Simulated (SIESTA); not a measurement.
Crystal: Si2W.

```xyz
3
Lattice="-1.6069 1.6069 3.9150 1.6069 -1.6069 3.9150 1.6069 1.6069 -3.9150" Properties=species:S:1:pos:R:3 pbc="T T T"
W     0.0000    0.0000    0.0000
Si    0.0000    0.0000    5.2092
Si    0.0000    0.0000    2.6207
```

Base run:

| Property | Result |
| --- | --- |
| Program | SIESTA 5.4.2 |
| Functional | PBEsol |
| Potentials or basis | PseudoDojo 0.4 standard (PBEsol files, fully relativistic) |
| Basis | DZP (energy shift 0.003 Ry; two zetas on semicore shells) |
| Grid cutoff | 800 Ry |
| Energy shift | 0.003 Ry |
| k mesh | 9 × 9 × 9 |
| Occupations | fermi-dirac, width 0.05 eV |
| Spin | non-collinear spin, zero start, spin-orbit coupling |
| Starting moments | [[0.0, 0.0, 0.0], [0.0, 0.0, 0.0], [0.0, 0.0, 0.0]] μB |

Its results: band gap on the k mesh none (metal or under the smearing width); pressure -1.6 GPa; largest force 0.077 eV/Å.

The run is repeated on the same cell with these changes: potentials or basis from PseudoDojo 0.4 standard (PBEsol files, fully relativistic) to PseudoDojo 0.4 standard (PBEsol files); spin from non-collinear spin, zero start, spin-orbit coupling to no spin polarisation. What comes out?

Band gap on the k mesh none (metal or under the smearing width); pressure -0.7 GPa; largest force 0.079 eV/Å.

Caveats: short orbitals over semicore shells can move pressures by several GPa; the basis of atomic orbitals isn't converged, which shifts pressures, moduli and gaps; spin-orbit coupling is left out, which moves the levels of the heavy elements (some runs).
